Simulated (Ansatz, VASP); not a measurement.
# SiO2 (pbe): VASP beside Ansatz

Contents of INCAR:

```
PREC = Accurate
ENCUT = 520
EDIFF = 1E-7
ISMEAR = 0
SIGMA = 0.1
LREAL = F
LASPH = T
NELM = 80
ALGO = Normal
ISIF = 2
LWAVE = F
LCHARG = F
GGA = PE
NBANDS = 25
```

The input KPOINTS:

```
Automatic mesh
0
Gamma
  4 4 6
```

POSCAR

```
SiO2
1.0
    4.1865000000      0.0000000000      0.0000000000
    0.0000000000      4.1865000000      0.0000000000
    0.0000000000      0.0000000000      2.6684000000
Si O
2 4
Direct
    0.0000000000      0.0000000000      0.0000000000
    0.5000000000      0.5000000000      0.5000000000
    0.3059000000      0.3059000000      0.0000000000
    0.1941000000      0.8059000000      0.5000000000
    0.6941000000      0.6941000000      0.0000000000
    0.8059000000      0.1941000000      0.5000000000
```

Input for Ansatz:

```yaml
crystal:
  lattice:
    - [4.1865, 0.0, 0.0]
    - [0.0, 4.1865, 0.0]
    - [0.0, 0.0, 2.6684]
  atoms:
    - { symbol: Si, position: [0.0, 0.0, 0.0] }
    - { symbol: Si, position: [0.5, 0.5, 0.5] }
    - { symbol: O, position: [0.3059, 0.3059, 0.0] }
    - { symbol: O, position: [0.1941, 0.8059, 0.5] }
    - { symbol: O, position: [0.6941, 0.6941, 0.0] }
    - { symbol: O, position: [0.8059, 0.1941, 0.5] }
basis:
  ecutwfc: 420
kpoints:
  mp_grid: { grid: [4, 4, 6] }
hamiltonian:
  xc: pbe
  pseudopotentials: { kind: paw, azcp: { folder: soft_1 } }
scf:
  occupations: { method: gaussian, width: 0.1 }
output:
  forces: true
  stress: true
  eigenvalues: true
```

Alike in both runs: task single point; functional PBE; k mesh 4 × 4 × 6; occupations gaussian, width 0.1 eV; no spin polarisation.

```csv
,VASP,Ansatz
version,VASP 6.6.1,Ansatz 0.2.0
potentials or method,"VASP PAW PBE potentials, release 64 (Si, O)","scalar-relativistic, plane waves, PAW"
plane-wave cutoff (eV),520,420
valence electrons in the cell,32,32
```

|  | VASP | Ansatz | Ansatz less VASP |
| --- | --- | --- | --- |
| gap on the k mesh at the Fermi level (eV) | 5.53 | 5.55 | +0.019 |
| least direct gap on the mesh (eV) | 5.53 | 5.55 | +0.019 |
| pressure (GPa) | 9.5 | 9.3 | -0.26 |
| largest component of the traceless stress (GPa) | 1.49 | 1.01 | -0.475 |
| rms of the force components (eV/Å) | 0.026 | 0.017 | -0.0086 |

Atom by atom the forces differ by 0.009 eV/Å (rms over components). The functional is the same, so the differences come from potentials, cutoffs and numerics.

A hybrid or GW would open this gap; PBE tends to underestimate it.
